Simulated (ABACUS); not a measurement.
# Ni (Fm-3m) in ABACUS: a series of runs

The runs below take Ni through band structure, equation of state, with LDA.

Everything below comes from runs of ABACUS 3.10.1. Logs are shortened: lines on timing, memory, paths and dates and some standing lists are left out, and cuts for length are marked.

## 1. Starting point

The structure is cubic, space group Fm-3m (No. 225). The conventional cell has a = 3.475 Å, b = 3.475 Å, c = 3.475 Å, α = 90.00°, β = 90.00°, γ = 90.00°. Ni (site symmetry m-3m) has 12 Ni at 2.46 Å as nearest neighbours.

## 2. Band structure, LDA, collinear spin, ferromagnetic start

Input file INPUT:

```
INPUT_PARAMETERS
suffix              Ni
calculation         nscf
basis_type          lcao
pseudo_dir          ./
orbital_dir         ./
symmetry            -1
dft_functional      pz
ecutwfc             100.0
pseudo_rcut         10
nspin               2
nbands              20
ks_solver           genelpa
smearing_method     fd
smearing_sigma      0.00367493
scf_thr             1e-07
scf_nmax            100
mixing_type         broyden
mixing_beta         0.4
init_chg            file
out_band            1
```

Input file STRU:

```
ATOMIC_SPECIES
Ni 58.6934 Ni.upf

NUMERICAL_ORBITAL
Ni_confined-atom_7au_3s2p2d1f.orb

LATTICE_CONSTANT
1.8897261246

LATTICE_VECTORS
0.0000000000 1.7375729330 1.7375729330
1.7375729330 0.0000000000 1.7375729330
1.7375729330 1.7375729330 0.0000000000

ATOMIC_POSITIONS
Cartesian

Ni
0.0
1
0.0000000000 0.0000000000 0.0000000000 1 1 1 mag 1
```

Input file KPT:

```
K_POINTS
12
Line
0.00000000 0.00000000 0.00000000 10 // G
0.50000000 0.00000000 0.50000000 10 // X
0.50000000 0.25000000 0.75000000 10 // W
0.37500000 0.37500000 0.75000000 10 // K
0.00000000 0.00000000 0.00000000 10 // G
0.50000000 0.50000000 0.50000000 10 // L
0.62500000 0.25000000 0.62500000 10 // U
0.50000000 0.25000000 0.75000000 10 // W
0.50000000 0.50000000 0.50000000 10 // L
0.37500000 0.37500000 0.75000000 1 // K
0.62500000 0.25000000 0.62500000 10 // U
0.50000000 0.00000000 0.50000000 1 // X
```

Potentials or basis: PseudoDojo NC SR 0.4.1 LDA standard, DZP LCAO (the cutoffs set its grid).

Launch:

```console
> OMP_NUM_THREADS=1 mpirun -np 4 abacus > log
```

running log:

```text
ABACUS v3.10.1

               Atomic-orbital Based Ab-initio Computation at UStc

 ------------------------------------------------------------------------------------

 READING GENERAL INFORMATION
                           global_out_dir = OUT.Ni/
                           global_in_card = INPUT
                               pseudo_dir = ./
                              orbital_dir = ./
                                    DSIZE = 4
                                    GSIZE = 1

 READING UNITCELL INFORMATION
                                    ntype = 1
                  lattice constant (Bohr) = 1.88973
              lattice constant (Angstrom) = 1

 READING ATOM TYPE 1
                               atom label = Ni
                      L=0, number of zeta = 3
                      L=1, number of zeta = 2
                      L=2, number of zeta = 2
                      L=3, number of zeta = 1
             number of atom for this type = 1
               magnetization of element 1 = 1

                        TOTAL ATOM NUMBER = 1
CARTESIAN COORDINATES ( UNIT =       1.889726124600 Bohr ).
    atom                   x                   y                   z     mag                  vx                  vy                  vz
tauc_Ni1            0.0000000000        0.0000000000        0.0000000000  1.0000        0.0000000000        0.0000000000        0.0000000000

                          Volume (Bohr^3) = 70.8037
                             Volume (A^3) = 10.492

 Lattice vectors: (Cartesian coordinate: in unit of a_0)
                   +0            +1.73757            +1.73757
             +1.73757                  +0            +1.73757
             +1.73757            +1.73757                  +0
 Reciprocal vectors: (Cartesian coordinate: in unit of 2 pi/a_0)
            -0.287758           +0.287758           +0.287758
            +0.287758           -0.287758           +0.287758
            +0.287758           +0.287758           -0.287758
 The esolver type has been set to : ksdft_lcao

                PAO radial cut off (Bohr) = 10

 Read in pseudopotential file is Ni.upf
                     pseudopotential type = NC
          exchange-correlation functional = SLA PW NOGXNOGC
                 nonlocal core correction = 1
                        valence electrons = 18
                                     lmax = 2
                           number of zeta = 4
                     number of projectors = 6
                           L of projector = 0
                           L of projector = 0
                           L of projector = 1
                           L of projector = 1
                           L of projector = 2
                           L of projector = 2
 XC functional updated to : pz
          exchange-correlation functional = PZ
     initial pseudo atomic orbital number = 10
 The readin total magnetization is 1

 SETUP THE ELECTRONS NUMBER
            electron number of element Ni = 18
      total electron number of element Ni = 18
            AUTOSET number of electrons:  = 18
                           occupied bands = 9
                                   NLOCAL = 26
                                   NBANDS = 20
                                   NBANDS = 20
                                   NLOCAL = 26

%%%%%%%%%%%%%%%%%%%%%%%%%%%%%%%%%%%%%%%%%%%%%%%%%%%%%%%%%%%%%%%%%%%%%%%%%%%%%%%%%%%%%%%%%%%%%%%%%%%%%%%%%%
 Warning: the number of valence electrons in pseudopotential > 10 for Ni: [Ar] 3d8 4s2
 Pseudopotentials with additional electrons can yield (more) accurate outcomes, but may be less efficient.
 If you're confident that your chosen pseudopotential is appropriate, you can safely ignore this warning.
%%%%%%%%%%%%%%%%%%%%%%%%%%%%%%%%%%%%%%%%%%%%%%%%%%%%%%%%%%%%%%%%%%%%%%%%%%%%%%%%%%%%%%%%%%%%%%%%%%%%%%%%%%

 SETUP THE PLANE WAVE BASIS
 energy cutoff for charge/potential (unit:Ry) = 400
            fft grid for charge/potential = [ 30, 30, 30 ]
                        fft grid division = [ 2, 2, 2 ]
        big fft grid for charge/potential = [ 15, 15, 15 ]
                                     nbxx = 900
                                     nrxx = 7200

 SETUP PLANE WAVES FOR CHARGE/POTENTIAL
                    number of plane waves = 9577
                         number of sticks = 595

 PARALLEL PW FOR CHARGE/POTENTIAL
     PROC   COLUMNS(POT)             PW
        1            148           2394
        2            148           2394
        3            150           2395
        4            149           2394
 --------------- sum -------------------
        4            595           9577
                            number of |g| = 148
                                  max |g| = 36.1028
                                  min |g| = 0

----------- Double Check Mixing Parameters Begin ------------
mixing_type: broyden
mixing_beta: 0.4
mixing_gg0: 1
mixing_gg0_min: 0.1
mixing_beta_mag: 1.6
mixing_gg0_mag: 0
mixing_ndim: 8
----------- Double Check Mixing Parameters End ------------

 SETUP K-POINTS
                                    nspin = 2
                                   nkstot = 102
K-POINTS DIRECT COORDINATES
 KPOINTS    DIRECT_X    DIRECT_Y    DIRECT_Z  WEIGHT
       1  0.00000000  0.00000000  0.00000000  1.0000
       2  0.05000000  0.00000000  0.05000000  1.0000
       3  0.10000000  0.00000000  0.10000000  1.0000
       4  0.15000000  0.00000000  0.15000000  1.0000
       5  0.20000000  0.00000000  0.20000000  1.0000
       6  0.25000000  0.00000000  0.25000000  1.0000
[... 22 lines left out ...]
      29  0.40000000  0.35000000  0.75000000  1.0000
      30  0.38750000  0.36250000  0.75000000  1.0000
[... 72 further k points ...]

           k-point number in this process = 102
       minimum distributed K point number = 102
                             nks(nspin=2) = 204
                          nkstot(nspin=2) = 204

[... K-POINTS CARTESIAN COORDINATES: 204 rows ...]

[... K-POINTS DIRECT COORDINATES: 204 rows ...]

 SETUP PLANE WAVES FOR WAVE FUNCTIONS
     energy cutoff for wavefunc (unit:Ry) = 100
              fft grid for wave functions = [ 30, 30, 30 ]
                    number of plane waves = 1639
                         number of sticks = 187

 PARALLEL PW FOR WAVE FUNCTIONS
     PROC   COLUMNS(POT)             PW
        1             47            411
        2             46            409
        3             47            410
        4             47            409
 --------------- sum -------------------
        4            187           1639

 SET NONLOCAL PSEUDOPOTENTIAL PROJECTORS
 max number of nonlocal projetors among all species is 6

 -------------------------------------------
 NONSELF-CONSISTENT
 -------------------------------------------

 SETUP SEARCHING RADIUS FOR PROGRAM TO SEARCH ADJACENT ATOMS
                  longest orb rcut (Bohr) = 7
   longest nonlocal projector rcut (Bohr) = 1.7
                     search radius (Bohr) = 17.4
              searching radius is (Bohr)) = 17.4
         searching radius unit is (Bohr)) = 1.89
                         PeriodicBoundary = 1
                        Radius(unit:lat0) = 9.21
                                   glayer = [ 6, 6, 6 ]
                             glayer_minus = [ 5, 5, 5 ]

Find the coordinate range of the input atom(unit:lat0).
                                  min_tau = [ -17.4, -17.4, -17.4 ]
                                  max_tau = [ 17.4, 17.4, 17.4 ]
                                BoxNumber = [ 11, 11, 11 ]

 SETUP EXTENDED REAL SPACE GRID FOR GRID INTEGRATION
                          real space grid = [ 30, 30, 30 ]
                 big cell numbers in grid = [ 15, 15, 15 ]
             meshcell numbers in big cell = [ 2, 2, 2 ]
                        extended fft grid = [ 28, 28, 28 ]
                dimension of extened grid = [ 72, 72, 72 ]
                            UnitCellTotal = 125
              Atom number in sub-FFT-grid = 1
    Local orbitals number in sub-FFT-grid = 26
                                ParaV.nnr = 42081
                                 init_chg = file
 try to read charge from file
 Read in the charge density: OUT.Ni//Ni-CHARGE-DENSITY.restart

 LCAO ALGORITHM --------------- ION=   1  ELEC=   1--------------------------------
[... levels at 204 k points of this process ...]

          total magnetism (Bohr mag/cell) = 0.578493
       absolute magnetism (Bohr mag/cell) = 0.639998
                        nelec for spin up = 9.28925
                      nelec for spin down = 8.71075

 Density error is 0.00000000000
----------------------------------------------------------
     Energy           Rydberg                 eV
----------------------------------------------------------
 E_KohnSham     -335.2560915729      -4561.3931346018
 E_KS(sigma->0) -335.2553662878      -4561.3832665909
 E_Harris       -335.2560915729      -4561.3931346018
 E_band         -19.5166874119       -265.5381548866
 E_one_elec     -158.0212712121      -2149.9896936873
 E_Hartree      91.3024436704        1242.2334752410
 E_xc           -42.3322823453       -575.9602492405
 E_Ewald        -226.2035311157      -3077.6569308932
 E_entropy(-TS) -0.0014505703        -0.0197360218
 E_descf        0.0000000000         0.0000000000
 E_exx          0.0000000000         0.0000000000
 E_Fermi        1.4077837804         19.1538809658
----------------------------------------------------------

 charge density convergence is achieved
 final etot is -4561.3931346 eV
 EFERMI = 19.153880966 eV

 STATE ENERGY(eV) AND OCCUPATIONS    NSPIN == 2
SPIN UP :
 1/102 kpoint (Cartesian) = 0.0000 0.0000 0.0000 (312 pws)
       1       -83.7693     0.00980392
       2       -44.4541     0.00980392
       3       -44.4541     0.00980392
       4       -44.4541     0.00980392
       5        9.64493     0.00980392
       6        16.5239     0.00980392
[... 12 lines left out ...]
      19        62.3139        0.00000
      20        62.3139        0.00000

 2/102 kpoint (Cartesian) = 0.0000 0.028776 0.0000 (311 pws)
       1       -83.7680     0.00980392
       2       -44.4601     0.00980392
       3       -44.4564     0.00980392
       4       -44.4564     0.00980392
       5        9.77976     0.00980392
       6        16.4728     0.00980392
[... 12 lines left out ...]
      19        62.6356        0.00000
      20        62.6356        0.00000

 3/102 kpoint (Cartesian) = 0.0000 0.057552 0.0000 (307 pws)
       1       -83.7642     0.00980392
       2       -44.4778     0.00980392
       3       -44.4632     0.00980392
       4       -44.4632     0.00980392
       5        10.1785     0.00980392
       6        16.3261     0.00980392
[... 12 lines left out ...]
      19        63.5695        0.00000
      20        63.5695        0.00000

 4/102 kpoint (Cartesian) = 0.0000 0.086327 0.0000 (303 pws)
       1       -83.7583     0.00980392
       2       -44.5052     0.00980392
       3       -44.4737     0.00980392
       4       -44.4737     0.00980392
       5        10.8214     0.00980392
       6        16.1018     0.00980392
[... 12 lines left out ...]
      19        64.2526        0.00000
      20        65.0251        0.00000

 5/102 kpoint (Cartesian) = 0.0000 0.11510 0.0000 (303 pws)
       1       -83.7508     0.00980392
       2       -44.5395     0.00980392
       3       -44.4870     0.00980392
       4       -44.4870     0.00980392
       5        11.6651     0.00980392
       6        15.8263     0.00980392
[... 12 lines left out ...]
      19        64.4298        0.00000
      20        66.8844        0.00000

 6/102 kpoint (Cartesian) = 0.0000 0.14388 0.0000 (302 pws)
       1       -83.7424     0.00980392
       2       -44.5772     0.00980392
       3       -44.5018     0.00980392
       4       -44.5018     0.00980392
       5        12.6135     0.00980392
       6        15.5295     0.00980392
[... 12 lines left out ...]
      19        64.8114        0.00000
      20        69.0587        0.00000

[... levels at 198 further k points ...]

 --------------------------------------------
 !FINAL_ETOT_IS -4561.393134601794 eV
 --------------------------------------------

 Output bands in file: OUT.Ni/BANDS_1.dat

 Output bands in file: OUT.Ni/BANDS_2.dat
```

It took 0.97 s on 4 MPI ranks of Intel Xeon 6975P-C (Granite Rapids), shared host; peak memory 0.36 GiB.

Levels at the corners of the path, in eV from the Fermi level:
Spin up:
```csv
point,band 5,band 6,band 7,band 8,band 9,band 10,band 11,band 12,band 13,band 14
Γ,-9.34,-2.46,-2.46,-2.46,-1.22,-1.22,24.84,28.69,28.69,28.69
X,-4.86,-4.36,-0.45,-0.34,-0.34,2.40,9.56,15.02,15.02,20.24
W,-3.92,-3.16,-3.16,-1.30,-0.34,7.92,7.92,10.28,11.40,32.49
K,-4.14,-3.85,-2.14,-1.05,-0.61,5.86,7.47,10.26,17.47,22.20
Γ,-9.34,-2.46,-2.46,-2.46,-1.22,-1.22,24.84,28.69,28.69,28.69
L,-5.05,-2.46,-2.46,-0.49,-0.49,-0.39,5.93,23.64,25.25,25.25
U,-4.14,-3.85,-2.14,-1.05,-0.61,5.86,7.47,10.26,17.47,22.20
W,-3.92,-3.16,-3.16,-1.30,-0.34,7.92,7.92,10.28,11.40,32.49
L,-5.05,-2.46,-2.46,-0.49,-0.49,-0.39,5.93,23.64,25.25,25.25
K,-4.14,-3.85,-2.14,-1.05,-0.61,5.86,7.47,10.26,17.47,22.20
U,-4.14,-3.85,-2.14,-1.05,-0.61,5.86,7.47,10.26,17.47,22.20
X,-4.86,-4.36,-0.45,-0.34,-0.34,2.40,9.56,15.02,15.02,20.24
```
Spin down:
```
point  band 5  band 6  band 7  band 8  band 9  band 10  band 11  band 12  band 13
    Γ   -9.32   -1.85   -1.85   -1.85   -0.65    -0.65    24.84    28.76    28.76
    X   -4.51   -3.85    0.13    0.36    0.36     2.43     9.82    15.08    15.08
    W   -3.53   -2.66   -2.66   -0.76    0.36     8.11     8.11    10.50    11.54
    K   -3.73   -3.40   -1.63   -0.49    0.08     6.08     7.68    10.47    17.56
    Γ   -9.32   -1.85   -1.85   -1.85   -0.65    -0.65    24.84    28.76    28.76
    L   -4.68   -1.91   -1.91   -0.38    0.16     0.16     6.29    23.64    25.36
    U   -3.73   -3.40   -1.63   -0.49    0.08     6.08     7.68    10.47    17.56
    W   -3.53   -2.66   -2.66   -0.76    0.36     8.11     8.11    10.50    11.54
    L   -4.68   -1.91   -1.91   -0.38    0.16     0.16     6.29    23.64    25.36
    K   -3.73   -3.40   -1.63   -0.49    0.08     6.08     7.68    10.47    17.56
    U   -3.73   -3.40   -1.63   -0.49    0.08     6.08     7.68    10.47    17.56
    X   -4.51   -3.85    0.13    0.36    0.36     2.43     9.82    15.08    15.08
```

Caveat: the atomic orbitals were generated for these runs and aren't a published set; the density is read from an earlier self-consistent run, whose mesh may be coarse; the basis of atomic orbitals isn't converged, which shifts pressures, moduli and gaps.

(Continued in part 2 of 2.)
